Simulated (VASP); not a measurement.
# TaN (P6_3/mmc) in VASP: settings compared

One crystal, TaN, is run at these levels: PBEsol, LDA; tasks: relaxation of cell and atoms.

Program: VASP 6.6.1. These are calculated values, not measurements. Logs are shortened: lines on timing, memory, paths and dates and some standing lists are left out, and cuts for length are marked.

### 1 Starting point

The structure is hexagonal, space group P6_3/mmc (No. 194). The conventional cell has a = 2.922 Å, b = 2.922 Å, c = 5.917 Å, α = 90.00°, β = 90.00°, γ = 120.00°. Ta (site symmetry -3m) is surrounded by 6 N at 2.24 Å. N (site symmetry -6m2) is surrounded by 6 Ta at 2.24 Å.

The cell comes from a database or a generator and needn't be the stable form of this composition.

### 2 Relaxation of cell and atoms, PBEsol

The input, INCAR:

```
SYSTEM = TaN
ALGO     = Fast           ! electronic algorithm
EDIFF    = 1E-6           ! SCF threshold, eV
EDIFFG   = -0.005         ! ionic threshold
ENCUT    = 600            ! plane-wave cutoff, eV
GGA      = PS             ! functional
IBRION   = 2              ! ionic algorithm
ISIF     = 3              ! what is computed and relaxed
ISMEAR   = -1             ! smearing method
LASPH    = .TRUE.         ! aspherical terms in the spheres
LCHARG   = .FALSE.        ! write CHGCAR
LREAL    = .FALSE.        ! projectors in reciprocal space
LWAVE    = .FALSE.        ! write WAVECAR
NELM     = 100            ! most SCF steps
NSW      = 40             ! ionic steps
PREC     = Accurate       ! precision mode
SIGMA    = 0.05           ! smearing width, eV
```

The input, KPOINTS:

```
k-points
0
G
  10 10 5
  0 0 0
```

The input, POSCAR:

```
TaN
1.0
    2.9217699809      0.0000000000      0.0000000000
   -1.4608849905      2.5303270275      0.0000000000
    0.0000000000      0.0000000000      5.9165150000
Ta N
2 2
Direct
    0.0000000000      0.0000000000      0.5000000000
    0.0000000000      0.0000000000      0.0000000000
    0.3333333333      0.6666666667      0.2500000000
    0.6666666667      0.3333333333      0.7500000000
```

Potentials or basis: VASP PAW PBE potentials, release 64 (Ta_pv, N).

The run is started by

```sh
$ cat potpaw_PBE.64/Ta_pv/POTCAR potpaw_PBE.64/N/POTCAR > POTCAR
$ mpirun -np 1 vasp_std > vasp.out
```

OUTCAR:

```text
SYSTEM = TaN
   EDIFF = 1E-6
   EDIFFG = -0.005
   ENCUT = 600
   GGA = PS
   IBRION = 2
   ISIF = 3
   ISMEAR = -1
   LASPH = .TRUE.
   LREAL = .FALSE.
   NELM = 100
   NSW = 40
   PREC = Accurate

 ion  position               nearest neighbor table
   1  0.000  0.000  0.500-   3 2.24   4 2.24   4 2.24   3 2.24   4 2.24   3 2.24   2 2.96   2 2.96

   2  0.000  0.000  0.000-   3 2.24   4 2.24   4 2.24   3 2.24   4 2.24   3 2.24   1 2.96   1 2.96

   3  0.333  0.667  0.250-   1 2.24   2 2.24   1 2.24   2 2.24   1 2.24   2 2.24
   4  0.667  0.333  0.750-   1 2.24   2 2.24   1 2.24   2 2.24   1 2.24   2 2.24

  LATTYP: Found a hexagonal cell.
 ALAT       =     2.9217699809
 C/A-ratio  =     2.0249763119

  Lattice vectors:

 A1 = (   2.9217699809,   0.0000000000,   0.0000000000)
 A2 = (  -1.4608849905,   2.5303270275,   0.0000000000)
 A3 = (   0.0000000000,   0.0000000000,   5.9165150000)

Analysis of symmetry for initial positions (statically):
=====================================================================
 Subroutine PRICEL returns:
 Original cell was already a primitive cell.

 Routine SETGRP: Setting up the symmetry group for a
 hexagonal supercell.

 Subroutine GETGRP returns: Found 24 space group operations
 (whereof 12 operations were pure point group operations)
 out of a pool of 24 trial point group operations.

The static configuration has the point symmetry D_3d.
 The point group associated with its full space group is D_6h.

Analysis of symmetry for dynamics (positions and initial velocities):
=====================================================================
 Subroutine PRICEL returns:
 Original cell was already a primitive cell.

 Routine SETGRP: Setting up the symmetry group for a
 hexagonal supercell.

 Subroutine GETGRP returns: Found 24 space group operations
 (whereof 12 operations were pure point group operations)
 out of a pool of 24 trial point group operations.

The dynamic configuration has the point symmetry D_3d.
 The point group associated with its full space group is D_6h.

 Subroutine INISYM returns: Found 24 space group operations
 (whereof 12 operations are pure point group operations),
 and found     1 'primitive' translations

----------------------------------------------------------------------------------------

                                     Primitive cell

  volume of cell :      43.7410

  direct lattice vectors                    reciprocal lattice vectors
     2.921769981  0.000000000  0.000000000     0.342258291  0.197602916  0.000000000
    -1.460884991  2.530327027  0.000000000     0.000000000  0.395205833  0.000000000
     0.000000000  0.000000000  5.916515000     0.000000000  0.000000000  0.169018417

  length of vectors
     2.921769981  2.921769981  5.916515000     0.395205833  0.395205833  0.169018417

  position of ions in fractional coordinates (direct lattice)
     0.000000000  0.000000000  0.500000000
     0.000000000  0.000000000  0.000000000
     0.333333333  0.666666667  0.250000000
     0.666666667  0.333333333  0.750000000

  ion indices of the primitive-cell ions
   primitive index   ion index
                 1           1
                 2           2
                 3           3
                 4           4

----------------------------------------------------------------------------------------

 KPOINTS: k-points

Automatic generation of k-mesh.
 Grid dimensions read from file:
 generate k-points for:   10   10    5

 Generating k-lattice:

  Cartesian coordinates                     Fractional coordinates (reciprocal lattice)
     0.034225829  0.019760292  0.000000000     0.100000000  0.000000000  0.000000000
     0.000000000  0.039520583  0.000000000     0.000000000  0.100000000  0.000000000
     0.000000000  0.000000000  0.033803683     0.000000000  0.000000000  0.200000000

  Length of vectors
     0.039520583  0.039520583  0.033803683

  Shift w.r.t. Gamma in fractional coordinates (k-lattice)
     0.000000000  0.000000000  0.000000000

 Subroutine IBZKPT returns following result:
[... 43 lines left out ...]
   EFERMI_NEDOS =   21; number of points for ismear=-14 and -15
   IALGO  =     68    algorithm
   IMIX   =      4    mixing-type and parameters
     AMIX     =   0.40;   BMIX     =  1.00
     AMIX_MAG =   1.60;   BMIX_MAG =  1.00
  volume/ion in A,a.u.               =      10.94        73.79
  Fermi-wavevector in a.u.,A,eV,Ry     =   1.475124  2.787581 29.606163  2.175992
  Thomas-Fermi vector in A             =   2.589812
   LORBIT       =      0    0 simple, 1 ext, 2 COOP (PROOUT), +10 PAW based schemes
   GGA     = PS    functional components
   LHFCALC =     F    Hartree Fock is set to
   AEXX    =    0.0000 exact exchange contribution
   IVDW    =     0    specifies the selected vdW correction
   LEPSILON=     F    determine dielectric tensor
   LRPA    =     F    only Hartree local field effects (RPA)
 conjugate gradient relaxation of ions
 non-spin polarized calculation
 RMM-DIIS sequential band-by-band and
  energy-cutoff  :      600.00
  volume of cell :       43.74
 maximum number of plane-waves:      1476
 NGX is ok and might be reduce to    24
   NGX = 11   NGY = 11   NGZ = 23

--------------------------------------- Ionic step        1  -------------------------------------------

 number of electron      32.0000005 magnetization

 Free energy of the ion-electron system (eV)
  ---------------------------------------------------
  ext. energy  EPLUGINS =         0.00000000
  ---------------------------------------------------
  free energy    TOTEN  =       -46.74107828 eV

  energy without entropy =      -46.73097309  energy(sigma->0) =      -46.73602569

------------------------ aborting loop because EDIFF is reached ----------------------------------------

  FORCE on cell =-STRESS in cart. coord.  units (eV):
  Direction    XX          YY          ZZ          XY          YZ          ZX
  --------------------------------------------------------------------------------------
  -------------------------------------------------------------------------------------
  Total       -2.5782615     -2.5782615     -2.8402777      0.0000000     -0.0000000      0.0000000
  in kB      -94.4384605    -94.4384605   -104.0357813      0.0000000     -0.0000000      0.0000000
  external PRESSURE =     -97.6375674 kB  Pullay stress =       0.0000000 kB
[... 289 lines left out ...]
  energy  without entropy=      -46.7706318439  energy(sigma->0) =      -46.77556932

--------------------------------------- Ionic step        9  -------------------------------------------

 number of electron      31.9999998 magnetization

 Free energy of the ion-electron system (eV)
  ---------------------------------------------------
  ext. energy  EPLUGINS =         0.00000000
  ---------------------------------------------------
  free energy    TOTEN  =       -46.78053873 eV

  energy without entropy =      -46.77067022  energy(sigma->0) =      -46.77560447

 E-fermi :   8.2462     XC(G=0): -13.5869

 val. band max:        8.2020251297   @ k =   0.1000   0.1000   0.4000
 cond. band min:       8.2568505623   @ k =   0.1000   0.0000   0.2000
 fundamental gap:      0.0548254326
 Fermi energy:         8.2462414598

 k-point     1 :       0.0000    0.0000    0.0000
  band No.  band energies     occupation
      1     -27.3058      2.00000
      2     -26.4715      2.00000
      3     -26.1933      2.00000
      4     -26.1933      2.00000
      5     -26.1251      2.00000
      6     -26.1251      2.00000
[... 12 lines left out ...]
     19       8.8114      0.00002
[... 513 lines left out ...]
      4     -26.5232      2.00000
      5     -26.4500      2.00000
      6     -26.3675      2.00000
[... 12 lines left out ...]
     19      12.3407      0.00000
     20      13.1998      0.00000

 [... further k-points ...]

------------------------ aborting loop because EDIFF is reached ----------------------------------------

  FORCE on cell =-STRESS in cart. coord.  units (eV):
  Direction    XX          YY          ZZ          XY          YZ          ZX
  --------------------------------------------------------------------------------------
  -------------------------------------------------------------------------------------
  Total       -0.0065268     -0.0065268     -0.0102967      0.0000000      0.0000000      0.0000000
  in kB       -0.2461865     -0.2461865     -0.3883862      0.0000000      0.0000000      0.0000000
  external PRESSURE =      -0.2935864 kB  Pullay stress =       0.0000000 kB
[... 19 lines left out ...]
  FREE ENERGIE OF THE ION-ELECTRON SYSTEM (eV)
  ---------------------------------------------------
  free  energy   TOTEN  =       -46.7805387302 eV

  energy  without entropy=      -46.7706702182  energy(sigma->0) =      -46.77560447

 reached required accuracy - stopping structural energy minimisation
```

Run time: 76 s. Hardware: 1 thread of Intel Xeon 6975P-C (Granite Rapids), shared host; peak memory 0.2 GiB.

Results:

```yaml
Free_energy: -46.7805 eV
Relaxed_volume: 10.62 Å³/atom
Relaxed_cell: a = 2.893 Å, b = 2.893 Å, c = 5.862 Å, α = 90.00°, β = 90.00°, γ = 120.00°
Space_group_after_relaxing_to_0.05_Å: P6_3/mmc (No. 194)
Energy_gained_by_relaxing: 9.9 meV/atom
Ionic_steps: 9
Pressure_after_relaxing: 0.0 GPa
Band_gap_on_the_k_mesh: none (metal or under the smearing width)
```

Step by step:
| step | energy change (eV) | largest force (eV/Å) | pressure (GPa) | volume (Å³) |
| --- | --- | --- | --- | --- |
| 1 | 0.0000 | 0.0000 | -9.76 | 43.74 |
| 2 | 0.1992 | 0.0000 | 28.58 | 39.66 |
| 3 | -0.0393 | 0.0000 | -0.27 | 42.52 |
| 4 | -0.0393 | 0.0000 | -0.08 | 42.49 |
| 5 | -0.0393 | 0.0000 | 0.13 | 42.47 |
| 6 | -0.0394 | 0.0000 | 0.20 | 42.45 |
| 7 | -0.0395 | 0.0000 | 0.18 | 42.46 |
| 8 | -0.0394 | 0.0000 | -0.30 | 42.51 |
| 9 | -0.0395 | 0.0000 | -0.03 | 42.48 |

Final structure:
```
Ta N
1.0
     2.89261    0.00000    0.00000
    -1.44630    2.50507    0.00000
     0.00000    0.00000    5.86183
Ta N
2 2
Direct
  0.00000 0.00000 0.50000
  0.00000 0.00000 0.00000
  0.33333 0.66667 0.25000
  0.66667 0.33333 0.75000
```

Caveat: the PAW data sets were made with another functional, which shifts forces and pressure a little.

### 3 Relaxation of cell and atoms, LDA, target pressure 2 GPa, at which the enthalpy is minimised

The input, INCAR:

```
PREC     = Accurate       # precision mode
ENCUT    = 600            # plane-wave cutoff, eV
EDIFF    = 1E-6           # SCF threshold, eV
ISMEAR   = -1             # smearing method
SIGMA    = 0.05           # smearing width, eV
LREAL    = False          # projectors in reciprocal space
LASPH    = True           # aspherical terms in the spheres
NELM     = 80             # most SCF steps
ALGO     = Normal         # electronic algorithm
ISIF     = 3              # what is computed and relaxed
LWAVE    = False          # write WAVECAR
LCHARG   = False          # write CHGCAR
IBRION   = 2              # ionic algorithm
NSW      = 40             # ionic steps
EDIFFG   = -0.02          # ionic threshold
PSTRESS  = 20
```

The input, KPOINTS:

```
regular mesh
0
Gamma
  7 7 4
```

POSCAR is that of step 2.

Potentials or basis: VASP PAW LDA potentials, release 64 (Ta_pv, N).

The run is started by

```sh
$ cat potpaw_LDA.64/Ta_pv/POTCAR potpaw_LDA.64/N/POTCAR > POTCAR
$ mpirun -np 1 vasp_std > vasp.out
```

Run time: 53 s. Hardware: 1 thread of Intel Xeon Platinum 8488C (Sapphire Rapids), shared host; peak memory 0.17 GiB.

It converged, with:

| Property | Result |
| --- | --- |
| Free energy | -48.6220 eV |
| Relaxed volume | 10.38 Å³/atom |
| Relaxed cell | a = 2.868 Å, b = 2.868 Å, c = 5.830 Å, α = 90.00°, β = 90.00°, γ = 120.00° |
| Space group after relaxing (to 0.05 Å) | P6_3/mmc (No. 194) |
| Energy change on relaxing (the enthalpy is what falls) | -24.0 meV/atom |
| Ionic steps | 7 |
| Pressure after relaxing | 2.3 GPa |
| Band gap on the k mesh | none (metal or under the smearing width) |

Step by step:
| step | energy change (eV) | largest force (eV/Å) | pressure (GPa) | volume (Å³) |
| --- | --- | --- | --- | --- |
| 1 | 0.0000 | 0.0000 | -15.36 | 43.74 |
| 2 | 0.8309 | 0.0000 | 65.04 | 36.66 |
| 3 | -0.0967 | 0.0000 | 1.07 | 41.67 |
| 4 | -0.0960 | 0.0000 | 1.85 | 41.59 |
| 5 | -0.0954 | 0.0000 | 2.21 | 41.55 |
| 6 | -0.0953 | 0.0000 | 2.28 | 41.51 |
| 7 | -0.0962 | 0.0000 | 2.27 | 41.53 |

Final structure:
```
CELL_PARAMETERS angstrom
2.86779 0.00000 0.00000
-1.43389 2.48358 0.00000
0.00000 0.00000 5.83037
ATOMIC_POSITIONS crystal
Ta 0.00000 0.00000 0.50000
Ta 0.00000 0.00000 0.00000
N 0.33333 0.66667 0.25000
N 0.66667 0.33333 0.75000
```

Levels at points of the mesh, in eV from the Fermi level:
```
           k point  band 12  band 13  band 14  band 15  band 16  band 17  band 18  band 19  band 20
(0.00, 0.00, 0.00)    -4.43    -3.43    -1.89    -1.89    -0.20    -0.20     0.66     0.66     2.53
(0.00, 0.00, 0.50)    -3.89    -3.89    -3.89    -0.63    -0.63     1.12     1.12     1.12     1.12
```

Caveat: the cell is relaxed towards a set pressure, so the enthalpy falls and the energy may rise. Spin-orbit coupling is left out, which matters for the levels of Ta.

### 4 Relaxation of cell and atoms, LDA, target pressure 5 GPa, at which the enthalpy is minimised

Changes to INCAR since step 3:

```diff
@@ -15,2 +15,2 @@
 EDIFFG   = -0.02          # ionic threshold
-PSTRESS  = 20
+PSTRESS  = 50
```

KPOINTS is that of step 3.

POSCAR is that of step 3.

The run is started by

```sh
$ cat potpaw_LDA.64/Ta_pv/POTCAR potpaw_LDA.64/N/POTCAR > POTCAR
$ mpirun -np 1 vasp_std > vasp.out
```

Run time: 66 s. Hardware: 1 thread of Intel Xeon Platinum 8488C (Sapphire Rapids), shared host; peak memory 0.17 GiB.

The run converged. Its results:

```yaml
Free_energy: -48.6146 eV
Relaxed_volume: 10.30 Å³/atom
Relaxed_cell: a = 2.860 Å, b = 2.860 Å, c = 5.818 Å, α = 90.00°, β = 90.00°, γ = 120.00°
Space_group_after_relaxing_to_0.05_Å: P6_3/mmc (No. 194)
Energy_change_on_relaxing_the_enthalpy_is_what_falls: -22.2 meV/atom
Ionic_steps: 7
Pressure_after_relaxing: 5.2 GPa
Band_gap_on_the_k_mesh: none (metal or under the smearing width)
```

Step by step:
```tsv
step	energy change (eV)	largest force (eV/Å)	pressure (GPa)	volume (Å³)
1	0.0000	0.0000	-15.36	43.74
2	1.3678	0.0000	86.41	35.52
3	-0.0926	0.0000	3.67	41.39
4	-0.0896	0.0000	4.76	41.28
5	-0.0881	0.0000	5.18	41.23
6	-0.0872	0.0000	5.26	41.19
7	-0.0887	0.0000	5.24	41.21
```

Final structure:
```
CELL_PARAMETERS angstrom
2.85974 0.00000 0.00000
-1.42987 2.47661 0.00000
0.00000 0.00000 5.81809
ATOMIC_POSITIONS crystal
Ta 0.00000 0.00000 0.50000
Ta 0.00000 0.00000 0.00000
N 0.33333 0.66667 0.25000
N 0.66667 0.33333 0.75000
```

Levels at points of the mesh, in eV from the Fermi level:
| k point | band 14 | band 15 | band 16 | band 17 | band 18 | band 19 |
| --- | --- | --- | --- | --- | --- | --- |
| (0.00, 0.00, 0.00) | -1.89 | -1.89 | -0.20 | -0.20 | 0.67 | 0.67 |
| (0.00, 0.00, 0.50) | -3.91 | -0.64 | -0.64 | 1.14 | 1.14 | 1.14 |

Caveat: the cell is relaxed towards a set pressure, so the enthalpy falls and the energy may rise.

### 5 Relaxation of cell and atoms, LDA, target pressure 10 GPa, at which the enthalpy is minimised

Changes to INCAR since step 4:

```diff
@@ -15,2 +15,2 @@
 EDIFFG   = -0.02          # ionic threshold
-PSTRESS  = 50
+PSTRESS  = 100
```

KPOINTS is that of step 4.

POSCAR is that of step 4.

The run is started by

```sh
$ cat potpaw_LDA.64/Ta_pv/POTCAR potpaw_LDA.64/N/POTCAR > POTCAR
$ mpirun -np 1 vasp_std > vasp.out
```

It took 66 s on 1 thread of Intel Xeon Platinum 8488C (Sapphire Rapids), shared host; peak memory 0.17 GiB.

Results (log left out):

| Item | Value |
| --- | --- |
| Free energy | -48.5908 eV |
| Relaxed volume | 10.18 Å³/atom |
| Relaxed cell | a = 2.847 Å, b = 2.847 Å, c = 5.799 Å, α = 90.00°, β = 90.00°, γ = 120.00° |
| Space group after relaxing (to 0.05 Å) | P6_3/mmc (No. 194) |
| Energy change on relaxing (the enthalpy is what falls) | -16.3 meV/atom |
| Ionic steps | 7 |
| Pressure after relaxing | 10.1 GPa |
| Band gap on the k mesh | none (metal or under the smearing width) |

Step by step:
| step | energy change (eV) | largest force (eV/Å) | pressure (GPa) | volume (Å³) |
| --- | --- | --- | --- | --- |
| 1 | 0.0000 | 0.0000 | -15.36 | 43.74 |
| 2 | 2.5979 | 0.0000 | 128.72 | 33.67 |
| 3 | -0.0773 | 0.0000 | 7.82 | 40.96 |
| 4 | -0.0681 | 0.0000 | 9.52 | 40.79 |
| 5 | -0.0646 | 0.0000 | 10.06 | 40.74 |
| 6 | -0.0621 | 0.0000 | 10.14 | 40.69 |
| 7 | -0.0650 | 0.0000 | 10.11 | 40.71 |

Final structure:
```
Ta N
1.0
     2.84711    0.00000    0.00000
    -1.42356    2.46567    0.00000
     0.00000    0.00000    5.79901
Ta N
2 2
Direct
  0.00000 0.00000 0.50000
  0.00000 0.00000 0.00000
  0.33333 0.66667 0.25000
  0.66667 0.33333 0.75000
```

Levels at points of the mesh, in eV from the Fermi level:
```tsv
k point	band 12	band 13	band 14	band 15	band 16	band 17	band 18	band 19	band 20
(0.00, 0.00, 0.00)	-4.52	-3.46	-1.89	-1.89	-0.20	-0.20	0.69	0.69	2.57
(0.00, 0.00, 0.50)	-3.94	-3.94	-3.94	-0.65	-0.65	1.16	1.16	1.16	1.16
```

Caveat: the cell is relaxed towards a set pressure, so the enthalpy falls and the energy may rise.

### 6 Summary

| level | potentials or basis | cell | k mesh | target pressure | gap on the mesh (eV) | pressure (GPa) |
| --- | --- | --- | --- | --- | --- | --- |
| PBEsol | VASP PAW PBE potentials, release 64 (Ta_pv, N) | relaxed | 10 × 10 × 5 | - | none | 0.0 |
| LDA | VASP PAW LDA potentials, release 64 (Ta_pv, N) | relaxed to 2 GPa | 7 × 7 × 4 | 2 GPa | none | 2.3 |
| LDA | VASP PAW LDA potentials, release 64 (Ta_pv, N) | relaxed to 5 GPa | 7 × 7 × 4 | 5 GPa | none | 5.2 |
| LDA | VASP PAW LDA potentials, release 64 (Ta_pv, N) | relaxed to 10 GPa | 7 × 7 × 4 | 10 GPa | none | 10.1 |

Alike in all rows: task relaxation of cell and atoms; no spin polarisation; cutoff (eV) 600; smearing fermi-dirac 0.05 eV.

Caveats: the cell is relaxed towards a set pressure, so the enthalpy falls and the energy may rise (some runs); the PAW data sets were made with another functional, which shifts forces and pressure a little (some runs).

Absolute energies hang on the potentials; compare differences alone.
